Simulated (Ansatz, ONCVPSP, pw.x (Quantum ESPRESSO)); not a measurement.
C (Z = 6): one change to the ONCV potential, in the atom and in the bcc crystal

ONCVPSP 4.0.1.1 (patched build) input, shortened (lines: element, Z, core and valence counts, functional; n l f; lmax; l rc ep ncon nbas qcut; lloc lpopt rc5 dvloc0; l nproj debl; icmod fcfact rcfact), PBE, scalar-relativistic:

```
  C 6.00    1    2        4      upf
    1    0    2.00
    2    0    1.50
    2    1    2.50
    2
    0    1.05    0.00    5    9    7.70
    1    3.15    0.00    4    7    3.70
    2    2.80    0.37    4    9    4.10
    4    5    0.95    3.00
    0    2    3.30
    1    2    2.40
    2    2    2.50
    2    0.50    1.05
```

Change: d: debl 0.5.

Cutoffs, loose and tight: the cutoffs (Ha) at which the residual kinetic energy of the hardest occupied pseudo-wave falls to 1 and 0.1 mHa per electron. They do not see the model core or the augmentation charge, which bear on the density cutoff. Test errors are all-electron minus pseudo excitation energies from the reference, over the configurations 2s2 2p2; 2s2 2p1; 2s2 2p0; 2s0 2p4; variants that change the core or the reference have their own tests.

Crystal test: bcc C in pw.x 7.5, no spin, 18³ k-points, Fermi–Dirac smearing 0.01 Ry, cutoffs set for each file from its atomic test. The reference is all-electron LAPW (Ansatz 0.2.0) with the same functional, mesh and smearing; V0 and B0 come from Birch–Murnaghan fits to the pressures at five volumes. Errors are pseudo minus all-electron; Δ is the rms difference of the E(V) curves that follow from these fits, minima aligned, over ±6 % about the mean V0. Mesh and smearing are coarse, so the numbers serve the comparison and aren't converged zero-temperature values; the lattice is a test structure that the element need not adopt.

All-electron: a0 = 2.375 Å (V0 = 6.70 Å³/atom), B0 = 182.8 GPa.

Q: Does the change bring the crystal closer to the all-electron result?

A: The mean pressure error goes from -45.81 to -25.68 GPa, so the change moves the solid closer to the all-electron pressures. Neither pressure curve crosses zero within the volumes sampled, so no fits are given.

```csv
quantity,base,changed
outcome (atom),generated,generated
"cutoff, loose (atom)",21 Ha,21 Ha
"cutoff, tight (atom)",26 Ha,26 Ha
bound ghosts (atom),none,none
largest test error (meV) (atom),+2269,+2269
cutoffs in pw.x (Ry),65/260,65/260
mean pressure error (GPa),-45.81,-25.68
```

Base: The largest radius (3.15 bohr) exceeds half the bond length (1.93 bohr), so the spheres overlap, which is one possible source of error among others. This is a poor potential for the solid. The pseudo pressure rises with volume over the whole range, a mechanical instability. Changed file: The largest radius (3.15 bohr) exceeds half the bond length (1.93 bohr), so the spheres overlap, which is one possible source of error among others. This is a poor potential for the solid. The pseudo pressure rises with volume over the whole range, a mechanical instability.
